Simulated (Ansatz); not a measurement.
Runs of Ansatz 0.2.0 on MnS. It takes space group F-43m (No. 216, cubic). The conventional cell has a = 4.947 Å, b = 4.947 Å, c = 4.947 Å, α = 90.00°, β = 90.00°, γ = 90.00°. Mn (site symmetry -43m) has 4 S at 2.14 Å as nearest neighbours. Around S (site symmetry -43m) lie 4 Mn at 2.14 Å. The cell is a database's computed one.

```tsv
task	level	cell	k mesh	points for each segment of the path	atoms under strain	mesh quality	gap on the mesh (eV)	pressure (GPa)	moment (μB)	relaxed volume (Å³/atom)
relaxation of cell and atoms	HF	relaxed	5 × 5 × 5	-	-	coarse	8.55	0.0	5.00	26.01
band structure	RPBE	as given	9 × 9 × 9	14	-	not flagged	none	6.4	0.22	-
relaxation of cell and atoms	PBEsol	relaxed	9 × 9 × 9	-	-	not flagged	-	0.0	(a)	14.82
band structure	PBEsol	as given	9 × 9 × 9	14	-	not flagged	none	-3.0	0.24	-
elastic constants	PBEsol	as given	7 × 7 × 7	-	clamped	not flagged	none	-2.9	(b)	-
band structure	HSE06	as given	5 × 5 × 5	4	-	coarse	none	49.8	4.49	-
band structure	HF	as given	5 × 5 × 5	4	-	coarse	-	88.5	5.00	-
```

Alike in all rows: potentials or basis Ansatz PAW; spin collinear, ferromagnetic start; cutoff (eV) 420; smearing fermi-dirac 0.05 eV.

Estimate the missing entries.

(a) 0.21; (b) 0.27.

Caveats: some runs use coarse meshes; the PAW data sets come from PBE, with cores solved anew for the run's functional, which leaves a small shift of forces and pressure; the moment fell far below its start of 4 μB, so a state of higher moment may lie lower in energy (some runs); the magnetic or orbital state may not be the lowest (some runs); a cell with one magnetic atom can't hold antiferromagnetic order, which such compounds often take (some runs); semilocal functionals often make such compounds metallic where correlation or magnetic order opens a gap, which also shifts bond lengths (some runs); the starting moments weren't kept (some runs); the plane-wave basis is chosen anew once the cell has moved, so the energies of steps on either side of that aren't comparable (some runs).

A gap of «none» marks a metal or a gap under the smearing width.
